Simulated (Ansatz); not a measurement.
GeTe (alpha-GeTe type, space group R3m)

```
CELL_PARAMETERS angstrom
      2.11331     1.22012     3.63992
     -2.11331     1.22012     3.63992
      0.00000    -2.44024     3.63992
ATOMIC_POSITIONS crystal
  Ge 0.23423 0.23423 0.23423
  Te 0.76577 0.76577 0.76577
```

The slice is a (-1 1 0 4) plane (indices of the conventional cell) through the point (0.766, 0.766, 0.766) (fractional), spanned by u = [1 0 -1] and v = [1 -1 1] in vectors of this cell: u (4.23 Å) and v (6.09 Å, at 90° to u). It covers one period; positions are fractions (u, v).

The numbers are results of PBE (plane waves to 420 eV, PAW, scalar-relativistic; Ansatz, an electronic-structure program), not measurements. k mesh 10×10×10. Near the nuclei the fields are pseudised (PAW); where an atom keeps semicore shells as valence, they peak there. GeTe was relaxed with its symmetry unable to fall. Spin-orbit coupling is left out, though Te is heavy.

Sketch the electrostatic potential energy of an electron, from the cell's mean on this plane as a map.


| v \ u | 0.00 | 0.12 | 0.24 | 0.35 | 0.47 | 0.59 | 0.71 | 0.82 | 0.94 |
|---|---|---|---|---|---|---|---|---|---|
| 0.88 | x | x | -1.3 | 4.3 | 5.3 | 5.1 | 2.5 | <-3.0 | x |
| 0.75 | 2.6 | 3.4 | 4.8 | 5.6 | 5.8 | 5.8 | 5.3 | 4.2 | 2.9 |
| 0.62 | <-3.0 | -1.8 | 3.0 | 5.1 | 5.6 | 5.5 | 4.3 | 0.8 | <-3.0 |
| 0.50 | x | x | <-3.0 | 3.8 | 5.2 | 4.8 | 1.3 | x | x |
| 0.38 | x | x | -1.1 | 4.2 | 5.4 | 5.1 | 2.4 | x | x |
| 0.25 | 0.3 | 1.7 | 4.0 | 5.3 | 5.8 | 5.6 | 4.8 | 2.9 | 0.7 |
| 0.12 | x | x | -1.5 | 4.3 | 5.4 | 5.1 | 2.4 | <-3.0 | x |
| 0.00 | x | x | x | 2.7 | 5.0 | 4.4 | -1.7 | x | x |

Values: electrostatic potential energy of an electron, from the cell's mean, in eV. Points within 1 Å of a nucleus are blanked (x), as the pseudised field means little there. Values under -3 eV are set to -3. The zero, the cell's mean, hangs on the PAW cores.
